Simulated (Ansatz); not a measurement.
All numbers below come from DFT PBE, scalar-relativistic, plane waves, PAW (Ansatz). All cells share a 420 eV cutoff and Γ-centred k meshes spaced at most about 0.3 Å⁻¹ (about 0.25 or finer for metals, 2π included). No spin polarisation in the final relaxations.

These are static total energies at zero pressure.

Two forms of SnTe were relaxed alike.

A.

Space group Pm-3m (No. 221). a = 3.887 Å, b = 3.887 Å, c = 3.887 Å, α = 90.00°, β = 90.00°, γ = 90.00°
```tsv
atom	site	symmetry	x	y	z
Sn	1b	m-3m	0.5000	0.5000	0.5000
Te	1a	m-3m	0.0000	0.0000	0.0000
```

B.

Space group P4/mmm (No. 123). a = 3.146 Å, b = 3.146 Å, c = 6.354 Å, α = 90.00°, β = 90.00°, γ = 90.00°
| atom | site | symmetry | x | y | z |
| --- | --- | --- | --- | --- | --- |
| Sn | 1b | 4/mmm | 0.0000 | 0.0000 | 0.5000 |
| Te | 1a | 4/mmm | 0.0000 | 0.0000 | 0.0000 |

Task: Which form is favoured at zero pressure, and by what margin per atom?

Result: A is lower, by 19 meV/atom. A has the caesium chloride type, space group Pm-3m (No. 221), 29.4 Å³/atom and no gap on its mesh; B has space group P4/mmm (No. 123), 31.5 Å³/atom and no gap. Counting Te atoms around Sn (those within 1.25 times the shortest such distance or 1.15 times the sum of covalent radii; the shortest distance is added where it is long for a bond), A has Sn 8 from 3.4 Å and B has Sn 2. The denser one is the lower, and pressure would at first widen the difference. In A, Sn has 8 Te at 3.37 Å and 6 Sn at 3.89 Å; around Te lie 8 Sn at 3.37 Å and 6 Te at 3.89 Å. In B, around Sn lie 4 Sn at 3.15 Å and 2 Te at 3.18 Å; around Te lie 4 Te at 3.15 Å and 2 Sn at 3.18 Å. Both come from invented guesses. A third cell relaxed alike, in P6_3/mmc, lies 124 meV/atom below the lower of the two. The part of the Crystallography Open Database at hand lists SnTe in space group No. 225, which no cell shown has.

These runs have no spin–orbit coupling, which can matter for Te. Cells relaxed within their symmetry can be saddle points.
